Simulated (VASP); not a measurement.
CaO (Lime):

```xyz
2
Lattice="0.0000 2.3873 2.3873 2.3873 0.0000 2.3873 2.3873 2.3873 0.0000" Properties=species:S:1:pos:R:3 pbc="T T T"
Ca    0.0000    0.0000    0.0000
O     2.3873    2.3873    2.3873
```

Base run:

| Quantity | Value |
| --- | --- |
| Program | VASP 6.6.1 |
| Functional | PBE-EpsX |
| Potentials or basis | VASP PAW PBE potentials, release 64 (Ca_sv, O) |
| Cutoff | 520 eV |
| k mesh | 6 × 6 × 6 |
| Occupations | gaussian, width 0.03 eV |
| Spin | no spin polarisation |

Its results: band gap on the k mesh 6.17 eV, indirect (least direct gap 6.60 eV); pressure 2.3 GPa.

Question: The run is repeated on the same cell with these changes: functional from PBE-EpsX to PBE0. What comes out?

Answer: Band gap on the k mesh 6.04 eV, indirect (least direct gap 6.46 eV); pressure 2.4 GPa.

Caveats: the PAW data sets were made with another functional, which shifts forces and pressure a little.
